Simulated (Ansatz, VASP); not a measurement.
## Two plane-wave programs on CaB2

Contents of INCAR:

```
PREC = Accurate
ENCUT = 520
EDIFF = 1E-7
ISMEAR = 1
SIGMA = 0.05
LREAL = F
LASPH = T
NELM = 100
ALGO = Normal
ISIF = 2
LWAVE = F
LCHARG = F
GGA = PE
NBANDS = 15
```

Contents of KPOINTS:

```
regular mesh
0
Gamma
  12 12 9
```

File POSCAR:

```
CaB2
1.0
    3.1296373716      0.0000000000      0.0000000000
   -1.5648186858      2.7103454723      0.0000000000
    0.0000000000      0.0000000000      4.3228738442
Ca B
1 2
Direct
    0.0000000000      0.0000000000      0.0000000000
    0.3333333333      0.6666666667      0.5000000000
    0.6666666667      0.3333333333      0.5000000000
```

Input for Ansatz:

```yaml
crystal:
  lattice:
    - [3.1296373716000003, 0.0, 0.0]
    - [-1.5648186858000002, 2.7103454723, 0.0]
    - [0.0, 0.0, 4.322873844191732]
  atoms:
    - { symbol: Ca, position: [0.0, 0.0, 0.0] }
    - { symbol: B, position: [0.3333333333333333, 0.6666666666666666, 0.5] }
    - { symbol: B, position: [0.6666666666666666, 0.3333333333333333, 0.5] }
basis:
  ecutwfc: 510.0
kpoints:
  mp_grid:
    grid: [12, 12, 9]
hamiltonian:
  xc: pbe
scf:
  max_iter: 70
  convergence:
    dr2_threshold: 1.0e-09
  occupations:
    method: cold
    width: 0.05
output:
  stress: true
```

The cell comes from a database or a generator and needn't be the stable form of this composition.

Alike in both runs: task single point; functional PBE; k mesh 12 × 12 × 9; no spin polarisation.

|  | VASP | Ansatz |
| --- | --- | --- |
| version | VASP 6.6.1 | Ansatz 0.2.0 |
| potentials or method | VASP PAW PBE potentials, release 64 (Ca_sv, B) | plane waves, PAW |
| plane-wave cutoff (eV) | 520 | 510 |
| occupations | methfessel-paxton of order 1, width 0.05 eV | cold, width 0.05 eV |
| valence electrons in the cell | 16 | 16 |

VASP gave:

```
pressure (GPa)                                  : 0.9
largest component of the traceless stress (GPa) : 13.56
```

Task: Which values does Ansatz return?

Result: Pressure (GPa): 0.6; largest component of the traceless stress (GPa): 13.64.

Ansatz warned: «stress_scf_threshold_loose».
